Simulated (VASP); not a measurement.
Data:

```yaml
crystal:
  lattice:
    - [-2.80160, 2.80160, 5.64653]
    - [2.80160, -2.80160, 5.64653]
    - [2.80160, 2.80160, -5.64653]
  atoms:
    - { symbol: In, position: [0.50000, 0.50000, 0.00000] }
    - { symbol: In, position: [0.25000, 0.75000, 0.50000] }
    - { symbol: Cu, position: [0.75000, 0.25000, 0.50000] }
    - { symbol: Cu, position: [0.00000, 0.00000, 0.00000] }
    - { symbol: S, position: [0.87500, 0.90380, 0.52880] }
    - { symbol: S, position: [0.09620, 0.62500, 0.97120] }
    - { symbol: S, position: [0.37500, 0.34620, 0.47120] }
    - { symbol: S, position: [0.65380, 0.12500, 0.02880] }
```

Computed with PBE GGA, VASP's PBE PAW potentials (set 64) (plane waves; VASP). Settings: 300 eV cut-off, 4×4×4 Γ-centred mesh, Fermi-Dirac smearing of 0.050 eV, potentials In_d Cu S.

At this cut-off the stress carries a Pulay error, which pulls relaxed volumes low. Unless said otherwise, spin-orbit coupling is left out, though it shifts the bands of the heavy elements here.

Q: Predict the energy per atom (σ→0), pressure, band gap (on the k-mesh) with the smallest direct gap where there is one.

A: 
```json
{
 "band gap (on the k-mesh)": "none (metal, semimetal or under 0.01 eV)",
 "energy per atom (σ→0)": "-4.121 eV/atom",
 "pressure": "-1.44 GPa"
}
```

The absolute energy has meaning only against runs of the same code, potentials and settings.

The structure comes from a computed database's InCuS2 entry; how it stands against other phases isn't given here. The cell was not relaxed at this level. The k-mesh is coarse (spacing up to 0.40 per Å, 2π included), so the numbers may not be converged in it.
